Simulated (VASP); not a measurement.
VASP 6.6.1 run: BaS

INCAR

```
LWAVE = .FALSE.
NBANDS = 15
LCHARG = .FALSE.
LREAL = .FALSE.
ENCUT = 520
ISIF = 2
NSW = 0
IBRION = -1
EDIFF = 0.001
NELM = 120
ISYM = 1
SIGMA = 0.02
ISMEAR = -1
PREC = Accurate
LASPH = .TRUE.
GGA = PE
```

KPOINTS

```
KPOINTS created by Atomic Simulation Environment
0
Gamma
6 6 6
0 0 0
```

POSCAR

```
Ba S
 1.0000000000000000
     0.0000000000000000    3.5194117709000001    3.5194117709000001
     3.5194117709000001    0.0000000000000000    3.5194117709000001
     3.5194117709000001    3.5194117709000001    0.0000000000000000
 Ba  S
   1   1
Cartesian
  0.0000000000000000  0.0000000000000000  0.0000000000000000
  1.7597058854500001  1.7597058854500001  1.7597058854500001
```

The recommended PBE PAW datasets give the neutral cell 16 valence electrons.

Command

```
mpirun -np 1 vasp_std
```

OSZICAR

```
N       E                     dE             d eps       ncg     rms          rms(c)
DAV:   1     0.922799478688E+02    0.92280E+02   -0.63090E+03   480   0.883E+02
DAV:   2    -0.365856452472E+01   -0.95939E+02   -0.87742E+02   650   0.164E+02
DAV:   3    -0.105766370685E+02   -0.69181E+01   -0.68703E+01   700   0.479E+01
DAV:   4    -0.107212776004E+02   -0.14464E+00   -0.14461E+00   664   0.695E+00
DAV:   5    -0.107233780205E+02   -0.21004E-02   -0.21004E-02   708   0.676E-01    0.510E+00
DAV:   6    -0.974555169394E+01    0.97783E+00   -0.13562E+00   557   0.625E+00    0.346E+00
DAV:   7    -0.970701648467E+01    0.38535E-01   -0.39347E-01   585   0.301E+00    0.252E+00
DAV:   8    -0.971813984691E+01   -0.11123E-01   -0.38164E-02   564   0.121E+00    0.783E-01
DAV:   9    -0.972906703474E+01   -0.10927E-01   -0.16759E-02   508   0.864E-01    0.377E-01
DAV:  10    -0.973236353448E+01   -0.32965E-02   -0.13332E-03   556   0.208E-01    0.126E-01
DAV:  11    -0.973370738236E+01   -0.13438E-02   -0.19087E-03   479   0.215E-01    0.319E-02
DAV:  12    -0.973374448285E+01   -0.37100E-04   -0.10161E-04   450   0.512E-02
   1 F= -.97337445E+01 E0= -.97337445E+01  d E =-.185082E-12
```

Standard output (part)

```
POSCAR found type information on POSCAR BaS
 POSCAR found :  2 types and       2 ions
 LDA part: xc-table for (Slater+PW92), standard interpolation
 POSCAR, INCAR and KPOINTS ok, starting setup
 WAVECAR not read
 entering main loop
```

From OUTCAR

```
k-points           NKPTS =     16   k-points in BZ     NKDIM =     16   number of bands    NBANDS=     15

   NELECT =      16.0000    total number of electrons

   dimension x,y,z NGX =    40 NGY =   40 NGZ =   40
   dimension x,y,z NGXF=    80 NGYF=   80 NGZF=   80

  energy-cutoff  :      520.00
  volume of cell :       87.18
      direct lattice vectors                 reciprocal lattice vectors
     0.000000000  3.519411771  3.519411771    -0.142069196  0.142069196  0.142069196
     3.519411771  0.000000000  3.519411771     0.142069196 -0.142069196  0.142069196
     3.519411771  3.519411771  0.000000000     0.142069196  0.142069196 -0.142069196

 k-points in reciprocal lattice and weights: KPOINTS created by Atomic Simulation Env
   0.00000000  0.00000000  0.00000000       0.005
   0.16666667  0.00000000  0.00000000       0.037
   0.33333333  0.00000000  0.00000000       0.037
   0.50000000  0.00000000  0.00000000       0.019
   0.16666667  0.16666667  0.00000000       0.028
   0.33333333  0.16666667  0.00000000       0.111
   0.50000000  0.16666667  0.00000000       0.111
  -0.33333333  0.16666667  0.00000000       0.111
   ...

 E-fermi :   0.3609

 k-point     1 :       0.0000    0.0000    0.0000
  band No.  band energies     occupation
      1     -26.2712      2.00000
      2     -11.4516      2.00000
      3     -11.4516      2.00000
      4     -11.4516      2.00000
      5     -10.0833      2.00000
      6      -0.8517      2.00000
      7      -0.8517      2.00000
      8      -0.8517      2.00000
      9       2.5818      0.00000
     10       4.8703      0.00000
     11       4.8703      0.00000
     12       6.7908      0.00000
     13       6.7908      0.00000
     14       6.7908      0.00000
     15       9.7938      0.00000

 k-point     2 :       0.1667    0.0000    0.0000
  band No.  band energies     occupation
      1     -26.2676      2.00000
      2     -11.6530      2.00000
      3     -11.4614      2.00000
      4     -11.4614      2.00000
      5      -9.8748      2.00000
      6      -0.9193      2.00000
      7      -0.7824      2.00000
      8      -0.7824      2.00000
      9       3.1570      0.00000
     10       4.6883      0.00000
     11       4.6883      0.00000
     12       6.4826      0.00000
     13       7.1524      0.00000
     14       7.1524      0.00000
     15       8.3806      0.00000

 k-point     3 :       0.3333    0.0000    0.0000
  band No.  band energies     occupation
      1     -26.2603      2.00000
      2     -11.9505      2.00000
      3     -11.4809      2.00000
      4     -11.4809      2.00000
      5      -9.5712      2.00000
      6      -0.8765      2.00000
      7      -0.6535      2.00000
      8      -0.6535      2.00000
      9       4.0590      0.00000
     10       4.7344      0.00000
     11       4.7344      0.00000
     12       5.8396      0.00000
     13       6.8591      0.00000
     14       6.8591      0.00000
     15       7.4297      0.00000

 ...

  Total        0.2082455      0.2082455      0.2082455     -0.0000000      0.0000000      0.0000000
  in kB        3.8268902      3.8268902      3.8268902     -0.0000000      0.0000000      0.0000000
  external PRESSURE =       3.8268902 kB  Pullay stress =       0.0000000 kB

 POSITION                                       TOTAL-FORCE (eV/Angst)
 -----------------------------------------------------------------------------------
      0.00000      0.00000      0.00000         0.000000      0.000000      0.000000
      1.75971      1.75971      1.75971        -0.000000     -0.000000     -0.000000
 -----------------------------------------------------------------------------------
    total drift:                                0.000000      0.000000      0.000000

  FREE ENERGIE OF THE ION-ELECTRON SYSTEM (eV)
  ---------------------------------------------------
  free  energy   TOTEN  =        -9.7337444829 eV

  energy  without entropy=       -9.7337444829  energy(sigma->0) =       -9.73374448
```

It converged. Results: gap between bands v and c on the k mesh 2.76 eV; least direct gap on the k mesh 3.41 eV; pressure 0.4 GPa. Band v is the last that the valence electrons fill when counted band by band, and c is the next.

For comparison, a separate PBE run of the intended cell, on usual settings and not on those above, gives a gap of 2.76 eV on its mesh and a pressure of 0.4 GPa.

The run above took about 9.3 s on one core of a shared host (Intel Xeon 6975P-C) and held 0.24 GiB at most.
